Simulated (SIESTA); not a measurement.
# ZnS under changes of volume

One of the cells (19.727 Å³/atom); the others are scaled copies at fixed shape and fractional positions:

```
Zn S
1.0
     0.00000    2.70200    2.70200
     2.70200    0.00000    2.70200
     2.70200    2.70200    0.00000
Zn S
1 1
Direct
  0.75000 0.75000 0.75000
  0.00000 0.00000 0.00000
```

```yaml
Program: SIESTA 5.4.2
Functional: PBE
Potentials_or_basis: PseudoDojo 0.4 standard (PBE files)
Basis: TZP (energy shift 0.01 Ry)
Grid_cutoff: 800 Ry
Energy_shift: 0.01 Ry
k_mesh: 9 × 9 × 9
Occupations: fermi-dirac, width 0.05 eV
Spin: no spin polarisation
```

```csv
volume (Å³/atom),energy over the lowest point (meV/atom),pressure (GPa),gap on the mesh (eV)
18.543,?,?,?
18.938,7.67,3.8,2.52
19.332,1.41,1.4,2.42
19.727,0.00,-0.3,2.33
20.121,2.83,-2.0,2.24
20.516,9.74,-3.5,2.15
20.910,20.50,-5.0,2.07
```

Q: What does the run at 18.543 Å³/atom give?

A: Energy over the lowest point 19.90 meV/atom; pressure 6.1 GPa; gap on the mesh 2.62 eV.

Worked out: A Birch-Murnaghan fit of order 3 (a polynomial in V^(-2/3)) to the other rows has its minimum at 19.66 Å³/atom with B0 = V·E''(V) = 90 GPa (rough, since the energies scatter). It gives 18.93 meV/atom at 18.543 Å³/atom, against the run's 19.90, and -dE/dV = 5.7 GPa, against 6.1. A straight line through the other rows of the gap, of slope -4.54 eV per unit of ln V (its deformation potential), extrapolates to 2.61 eV, against the run's 2.62.

Energies are extrapolated to zero smearing.

Caveats: semicore shells carry a single zeta, which can move pressures by several GPa and volumes by a few percent; the valence orbitals were made in a potential fitted to the semicore shell under them, which widens gaps by tenths of an eV or more; an odd mesh through Γ misses points on the zone boundary, where band edges often lie; the basis of atomic orbitals isn't converged, which shifts pressures, moduli and gaps.
